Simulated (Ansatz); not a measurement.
# Sn: further runs on the relaxed cell

One table from this session's results is given with a row withheld; the runs are named, their logs left out.

Computed with Ansatz 0.2.0 (DFT PBEsol, scalar-relativistic, plane waves, PAW, unless a step's input says otherwise).

1 further run of the same task is left out (set aside as unsound or not needed).

## The structure to begin with

It takes space group Fd-3m (No. 227, cubic). Conventional cell: a = 6.540 Å, b = 6.540 Å, c = 6.540 Å, α = 90.00°, β = 90.00°, γ = 90.00°. Sn (site symmetry -43m) is surrounded by 4 Sn at 2.83 Å.

As a file:

```
CELL_PARAMETERS angstrom
0.00000 3.27017 3.27017
3.27017 0.00000 3.27017
3.27017 3.27017 0.00000
ATOMIC_POSITIONS crystal
Sn 0.00000 0.00000 0.00000
Sn 0.25000 0.25000 0.25000
```

It is the result of an earlier relaxation at this level (volume 34.97 Å³/atom; gap on the mesh: none (metal)).

Set-up of the first run:

Input file input.yaml:

```yaml
crystal:
  lattice:
    - [0.0, 3.2701710824, 3.2701710824]
    - [3.2701710824, 0.0, 3.2701710824]
    - [3.2701710824, 3.2701710824, 0.0]
  atoms:
    - { symbol: Sn, position: [0.0, 0.0, 0.0] }
    - { symbol: Sn, position: [0.25, 0.25, 0.25] }
basis:
  ecutwfc: 420
kpoints:
  mp_grid: { grid: [12, 12, 12] }
  band_path:
    path:
      - [[0.0, 0.0, 0.0], [0.5, 0.0, 0.5], [0.625, 0.25, 0.625]]
      - [[0.375, 0.375, 0.75], [0.0, 0.0, 0.0], [0.5, 0.5, 0.5], [0.5, 0.25, 0.75], [0.5, 0.0, 0.5]]
    npoints: 14
hamiltonian:
  xc: pbesol
scf:
  occupations: { method: gaussian, width: 0.1 }
  n_extra_bands: 6
output:
  forces: true
  stress: true
  eigenvalues: true
  populations: true
  dos: { projected: true, de: 0.02, nscf_kmesh: { grid: [18, 18, 18] } }
  bader: true
```

Command:

```sh
> ansatz run input.yaml --threads 1 --pin off --max-ram 2560MiB --backend cpu --events-out ev --progress --plain --runs-dir out
```

Among the steps run: Electronic structure at the relaxed geometry; Back to the database's cell; Point at V/V0 = 0.97; The cell scaled to 1.03 of its volume; Volume × 0.94; Volume × 1.06; Point at V/V0 = 0.91; The cell scaled to 1.10 of its volume; Volume × 0.88.

One table of the session follows, with a row left open; its other results are not shown here.

It belongs to the step «Fit of the equation of state». 

| volume (Å³/atom) | energy above the lowest point (meV/atom) | pressure (GPa) |
| --- | --- | --- |
| 30.775 | 83.3 | 7.22 |
| 31.824 | 43.8 | 4.91 |
| 32.873 | ? | ? |
| 33.922 | 4.3 | 1.36 |
| 34.971 | 0.0 | 0.00 |
| 36.020 | 3.8 | -1.14 |
| 37.070 | 14.5 | -2.10 |
| 38.468 | 37.5 | -3.14 |

**Question.** Estimate the row for volume (Å³/atom) = 32.873.

Worked estimate for «energy above the lowest point (meV/atom)». A straight line through the neighbours (31.824, 43.8) and (33.922, 4.3) gives 43.8 + (4.3 − 43.8) × (32.873 − 31.824) / (33.922 − 31.824) = 24.1; a parabola fitted to 4 rows on both sides gives 18.2.

The run gave: energy above the lowest point (meV/atom): 18.3; pressure (GPa): 2.98. In «energy above the lowest point (meV/atom)» the line misses by +5.8 and the parabola by -0.1.
